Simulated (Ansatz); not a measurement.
# SiTe2 monolayer (2H): relaxing the cell for a phonon run

Aim: bring SiTe2 monolayer (2H) to small forces and stress, as phonons need.

Method: DFT PBE, scalar-relativistic, plane waves, PAW, in Ansatz 0.2.0.

Most raw output is cut from this account.

### 1. The structure

The cell holds 3 atoms: 1 Si and 2 Te. Its edges and angles: a = 3.680 Å, b = 3.680 Å, c = 20.000 Å, α = 90.0°, β = 90.0°, γ = 120.0°. Vacuum lies along c.

Coordinates:

```cif
data_structure
_symmetry_space_group_name_H-M 'P 1'
_symmetry_Int_Tables_number 1
_cell_length_a 3.6800
_cell_length_b 3.6800
_cell_length_c 20.0000
_cell_angle_alpha 90.000
_cell_angle_beta 90.000
_cell_angle_gamma 120.000
_cell_volume 234.56
loop_
_atom_site_label
_atom_site_type_symbol
_atom_site_fract_x
_atom_site_fract_y
_atom_site_fract_z
_atom_site_occupancy
Si1 Si 0.33333 0.66667 0.50000 1
Te2 Te 0.66667 0.33333 0.59000 1
Te3 Te 0.66667 0.33333 0.41000 1
```

### 2. Probe on a coarse mesh

First a cheap look: the gap decides the mesh and the occupations, the pressure tells how far the cell has to move.

The program solves this slab on a cell height of its own, 31.0 Å, in place of the one typed.

File input.yaml:

```yaml
crystal:
  lattice:
    - [3.68, 0.0, 0.0]
    - [-1.84, 3.18697, 0.0]
    - [0.0, 0.0, 20.0]
  atoms:
    - { symbol: Si, position: [0.333333, 0.666667, 0.5] }
    - { symbol: Te, position: [0.666667, 0.333333, 0.59] }
    - { symbol: Te, position: [0.666667, 0.333333, 0.41] }
  periodic: [true, true, false]
kpoints:
  mp_grid: { grid: [6, 6, 1] }
hamiltonian:
  xc: pbe
scf:
  occupations: { method: gaussian, width: 0.1 }
output:
  forces: true
  stress: true
  eigenvalues: true
```

Started as:

```sh
ansatz run input.yaml --threads 8 --pin off --max-ram 14336MiB --backend cpu --events-out ev --progress --plain --runs-dir out
```

Elapsed: 1.5 s, on 8 threads of Intel Xeon 6975P-C (Granite Rapids), shared host; peak memory 0.73 GiB; 4.9 s of CPU time.

This step gave:

* gap on the k-mesh: 0 eV
* area per atom: 3.909 Å²

The coarse mesh shows no gap.

### 3. Bringing the structure to rest

Harmonic phonons are second derivatives at a point where the forces vanish, and they are wanted at zero stress, so atoms and cell are relaxed first.

The program solves this slab on a cell height of its own, 31.0 Å, in place of the one typed.

input.yaml, the sections that differ from step 2:

```yaml
kpoints:
  mp_grid: { grid: [15, 15, 1] }
output:
  forces: true
  stress: true
  eigenvalues: true
  write_density: true
  write_potential: true
  elf: true
  volumetric_format: npy
relax:
  adjacent_minimum: "off"
  f_tol: 0.005
  max_steps: 80
  cell: { stress_2d_tol: 0.02 }
# crystal, hamiltonian, scf: as in step 2
```

It took 12 s on 8 threads; peak memory 0.99 GiB; 87 s of CPU time.

Relaxation path:

| step | energy less that of the first step (eV) | largest force component (eV/Å) | volume (Å³) |
| --- | --- | --- | --- |
| 1 | 0.0000 | 0.3872 | 363.57 |
| 2 | -0.0486 | 0.2716 | 347.45 |
| 3 | -0.0644 | 0.0946 | 345.66 |
| 4 | -0.0663 | 0.0034 | 345.12 |
| 5 | -0.0663 | 0.0013 | 345.00 |
| 6 | -0.0664 | 0.0006 | 344.71 |
| 7* | -0.0657 | 0.0005 | 344.71 |

Relaxation steps marked * repeat the geometry before them on a plane-wave basis chosen anew for their cell, so energy and pressure can jump there.

Forces are held to the 12 operations that the run works with; a distortion that breaks them can't arise in this run.

| cell as run | before | after | change |
| --- | --- | --- | --- |
| a (Å) | 3.680 | 3.583 | -2.6 % |
| b (Å) | 3.680 | 3.583 | -2.6 % |

The atoms that moved most (Å, along periodic axes as changes of fractional coordinates times the final cell, across vacuum about the mean position):

| atom | dx | dy | dz | length |
| --- | --- | --- | --- | --- |
| Te2 | 0.000 | 0.000 | 0.098 | 0.098 |
| Te3 | 0.000 | 0.000 | -0.098 | 0.098 |

Final coordinates:

```cif
data_structure
_symmetry_space_group_name_H-M 'P 1'
_symmetry_Int_Tables_number 1
_cell_length_a 3.5833
_cell_length_b 3.5833
_cell_length_c 31.0000
_cell_angle_alpha 90.000
_cell_angle_beta 90.000
_cell_angle_gamma 120.000
_cell_volume 344.71
loop_
_atom_site_label
_atom_site_type_symbol
_atom_site_fract_x
_atom_site_fract_y
_atom_site_fract_z
_atom_site_occupancy
Si1 Si 0.33333 0.66667 0.32258 1
Te2 Te 0.66667 0.33333 0.38380 1
Te3 Te 0.66667 0.33333 0.26136 1
```

Numbers from this step:

```
area per atom : 3.707 Å²
```

Valence density in the ac plane at fractional y = 0.333, with atoms of Te within 0.2 Å of it. It is the smooth field of the valence electrons, not physical close to the nuclei.

Ten steps, logarithmic in the rise over the least value, from '_' (0 e/Å³) to '@' (10 e/Å³), each cell a mean:
```
____________________________
____________________________
____________________________
____________________________
____________________________
____________________________
____________________________
____________________________
____________________________
____________________________
____________________________
____________________________
____________________________
____________....::::::......
::......::--==##@@@@@@%%++--
::::::::::::--==++****==----
::::::::::::::::::::::::::::
::::....::--==##@@@@@@%%**==
....____....::--++++++==--::
____________________________
____________________________
____________________________
____________________________
____________________________
```
Columns run along a (3.6 Å), rows up along c (31.0 Å). Atoms in or near the plane, at fractional coordinates: Te at (0.67, 0.38), Te at (0.67, 0.26).

ELF in the ac plane at fractional y = 0.333, with atoms of Te within 0.2 Å of it. It is the smooth field of the valence electrons, not physical close to the nuclei.

Ten even steps from '_' (0.00) to '@' (0.68), each cell a mean:
```
____________________________
____________________________
____________________________
____________________________
____________________________
____________________________
____________________________
____________________________
____________________________
____________________________
____________________________
____________________________
______________..........____
==..__..--**%%@@@@@@@@@@%%##
%%++--==##%%##++::::::==**%%
##******######**++==++++**##
##%%##%%####**++========++**
##++--==##%%##==::....--**##
**--..::++%%@@@@@@%%@@@@@@@@
__________..::--======--::..
____________________________
____________________________
____________________________
____________________________
```
Columns run along a (3.6 Å), rows up along c (31.0 Å). Atoms in or near the plane, at fractional coordinates: Te at (0.67, 0.38), Te at (0.67, 0.26).

Electrostatic potential energy in the ac plane at fractional y = 0.333, with atoms of Te within 0.2 Å of it. With pseudopotentials it is smooth inside the atoms' cores, unlike the true potential.

Ten even steps from '0' (-18 eV) to '9' (0 eV), each cell a mean:
```
99999999999999
99999999999999
99999999999999
99999999999999
99999999999999
99999999999999
99999999999999
99999999999999
99999999999999
99999999999999
99999999999999
99999999999999
99999999999999
99999987777789
68886304777511
67777643444345
66556776656677
57886204787510
89998754444456
99999999999999
99999999999999
99999999999999
99999999999999
99999999999999
```
Columns run along a (3.6 Å; values clipped at the 3rd and 97th percentile), rows up along c (31.0 Å). Atoms in or near the plane, at fractional coordinates: Te at (0.67, 0.38), Te at (0.67, 0.26).

### 4. Tight relaxation

Phonons need a cell at rest on their own settings, so the relaxation is repeated with tight tolerances on forces and stress, using the mesh and the filling of the phonon run that follows.

input.yaml, the sections that differ from step 3:

```yaml
crystal:
  lattice:
    - [3.5832888278, 0.0, 0.0]
    - [-1.7916444139, 3.103219154, 0.0]
    - [0.0, 0.0, 31.0]
  atoms:
    - { symbol: Si, position: [0.3333333333, 0.6666666667, 0.3225806452] }
    - { symbol: Te, position: [0.6666666667, 0.3333333333, 0.3837985383] }
    - { symbol: Te, position: [0.6666666667, 0.3333333333, 0.261362752] }
  periodic: [true, true, false]
kpoints:
  mp_grid: { grid: [18, 18, 1] }
scf:
  occupations: { method: methfessel_paxton, width: 0.15 }
relax:
  adjacent_minimum: "off"
  f_tol: 0.001
  max_steps: 60
  cell: { stress_2d_tol: 0.002 }
# hamiltonian, output: as in step 3
```

Elapsed: 14 s, on 8 threads; peak memory 1 GiB; 100 s of CPU time.

Relaxation path:

| step | energy less that of the first step (eV) | largest force component (eV/Å) | volume (Å³) |
| --- | --- | --- | --- |
| 1 | 0.0000 | 0.0447 | 344.71 |
| 2 | 0.0001 | 0.0689 | 342.95 |
| 3 | -0.0005 | 0.0008 | 343.66 |
| 4 | -0.0005 | 0.0023 | 343.44 |
| 5 | -0.0006 | 0.0000 | 343.36 |
| 6* | -0.0005 | 0.0000 | 343.36 |

Relaxation steps marked * repeat the geometry before them on a plane-wave basis chosen anew for their cell, so energy and pressure can jump there. Relaxation step 2 was tried and not accepted.

Forces are held to the 12 operations that the run works with; a distortion that breaks them can't arise in this run.

| cell as run | before | after | change |
| --- | --- | --- | --- |
| a (Å) | 3.583 | 3.576 | -0.2 % |
| b (Å) | 3.583 | 3.576 | -0.2 % |

Final coordinates:

```xyz
3
Lattice="3.5763 0.0000 0.0000 -1.7881 3.0971 0.0000 0.0000 0.0000 31.0000" Properties=species:S:1:pos:R:3
Si    0.0000    2.0648   10.0000
Te    1.7881    1.0324   11.9056
Te    1.7881    1.0324    8.0944
```

Numbers from this step:

* area per atom: 3.692 Å²

Electrostatic potential energy in the ac plane at fractional y = 0.333, with atoms of Te within 0.2 Å of it. With pseudopotentials it is smooth inside the atoms' cores, unlike the true potential.

Ten even steps from '0' (-18 eV) to '9' (0 eV), each cell a mean:
```
99999999999999
99999999999999
99999999999999
99999999999999
99999999999999
99999999999999
99999999999999
99999999999999
99999999999999
99999999999999
99999999999999
99999999999999
99999999999999
99999987777788
68886304777511
77777643444345
66556776666677
57886204787510
89998754444456
99999999999999
99999999999999
99999999999999
99999999999999
99999999999999
```
Columns run along a (3.6 Å; values clipped at the 3rd and 97th percentile), rows up along c (31.0 Å). Atoms in or near the plane, at fractional coordinates: Te at (0.67, 0.38), Te at (0.67, 0.26).

ELF in the ac plane at fractional y = 0.333, with atoms of Te within 0.2 Å of it. It is the smooth field of the valence electrons, not physical close to the nuclei.

Values, 24 rows by 14 columns, each cell a mean:
```
0.00 0.00 0.00 0.00 0.00 0.00 0.00 0.00 0.00 0.00 0.00 0.00 0.00 0.00
0.00 0.00 0.00 0.00 0.00 0.00 0.00 0.00 0.00 0.00 0.00 0.00 0.00 0.00
0.00 0.00 0.00 0.00 0.00 0.00 0.00 0.00 0.00 0.00 0.00 0.00 0.00 0.00
0.00 0.00 0.00 0.00 0.00 0.00 0.00 0.00 0.00 0.00 0.00 0.00 0.00 0.00
0.00 0.00 0.00 0.00 0.00 0.00 0.00 0.00 0.00 0.00 0.00 0.00 0.00 0.00
0.00 0.00 0.00 0.00 0.00 0.00 0.00 0.00 0.00 0.00 0.00 0.00 0.00 0.00
0.00 0.00 0.00 0.00 0.00 0.00 0.00 0.00 0.00 0.00 0.00 0.00 0.00 0.00
0.00 0.00 0.00 0.00 0.00 0.00 0.00 0.00 0.00 0.00 0.00 0.00 0.00 0.00
0.00 0.00 0.00 0.00 0.00 0.00 0.00 0.00 0.00 0.00 0.00 0.00 0.00 0.00
0.00 0.00 0.00 0.00 0.00 0.00 0.00 0.00 0.00 0.00 0.00 0.00 0.00 0.00
0.00 0.00 0.00 0.00 0.00 0.00 0.00 0.00 0.00 0.00 0.00 0.00 0.00 0.00
0.00 0.00 0.00 0.00 0.00 0.00 0.00 0.00 0.00 0.00 0.00 0.00 0.00 0.00
0.01 0.01 0.00 0.00 0.01 0.02 0.04 0.08 0.10 0.11 0.10 0.08 0.06 0.03
0.29 0.13 0.07 0.09 0.22 0.41 0.55 0.64 0.67 0.68 0.67 0.65 0.60 0.49
0.56 0.37 0.21 0.28 0.50 0.57 0.52 0.35 0.19 0.19 0.17 0.28 0.46 0.55
0.52 0.46 0.41 0.43 0.50 0.53 0.50 0.43 0.37 0.33 0.35 0.41 0.47 0.52
0.53 0.55 0.54 0.55 0.54 0.50 0.43 0.34 0.30 0.28 0.29 0.33 0.39 0.47
0.53 0.38 0.24 0.29 0.49 0.54 0.49 0.31 0.15 0.10 0.12 0.24 0.42 0.52
0.46 0.24 0.13 0.17 0.38 0.57 0.65 0.66 0.62 0.60 0.61 0.64 0.66 0.63
0.05 0.02 0.01 0.01 0.04 0.09 0.16 0.24 0.29 0.31 0.30 0.26 0.20 0.13
0.00 0.00 0.00 0.00 0.00 0.00 0.00 0.00 0.01 0.01 0.01 0.00 0.00 0.00
0.00 0.00 0.00 0.00 0.00 0.00 0.00 0.00 0.00 0.00 0.00 0.00 0.00 0.00
0.00 0.00 0.00 0.00 0.00 0.00 0.00 0.00 0.00 0.00 0.00 0.00 0.00 0.00
0.00 0.00 0.00 0.00 0.00 0.00 0.00 0.00 0.00 0.00 0.00 0.00 0.00 0.00
```
Columns run along a (3.6 Å), rows up along c (31.0 Å). Atoms in or near the plane, at fractional coordinates: Te at (0.67, 0.38), Te at (0.67, 0.26).

Valence density in the ac plane at fractional y = 0.333, with atoms of Te within 0.2 Å of it. It is the smooth field of the valence electrons, not physical close to the nuclei.

Ten steps, logarithmic in the rise over the least value, from '0' (0 e/Å³) to '9' (10 e/Å³), each cell a mean:
```
00000000000000
00000000000000
00000000000000
00000000000000
00000000000000
00000000000000
00000000000000
00000000000000
00000000000000
00000000000000
00000000000000
00000000000000
00000000000000
00000011222111
21112347999854
22222234565433
22222222222222
22112347999864
11001123555432
00000000000000
00000000000000
00000000000000
00000000000000
00000000000000
```
Columns run along a (3.6 Å), rows up along c (31.0 Å). Atoms in or near the plane, at fractional coordinates: Te at (0.67, 0.38), Te at (0.67, 0.26).

The largest force component left is 0.035 meV/Å, within the tolerances set.

### 5. Summary of results

| Item | Value |
| --- | --- |
| space group after relaxation (within 0.01 Å) | P-6m2 |
| lattice constant a | 3.576 Å |
| lattice constant b | 3.576 Å |
| area per atom | 3.69 Å² |

In words: The largest force component left is 0.035 meV/Å, within the tolerances set. The relaxation keeps the symmetry of its start, so it says nothing on stability against lower symmetry. Spin-orbit coupling is left out, which can matter for the heavy elements here. The starting cell was built on a prototype and not taken from a measurement.

[Logs are printed without paths, hosts, clocks, repeated set-up lines and the standing remarks that a program may print on its own settings, such as how far it seeks lower states.]

[Hosts, paths, dates, database ids (printed as entryN), source tags and the programs' standing remarks are cut or masked in the printed files.]
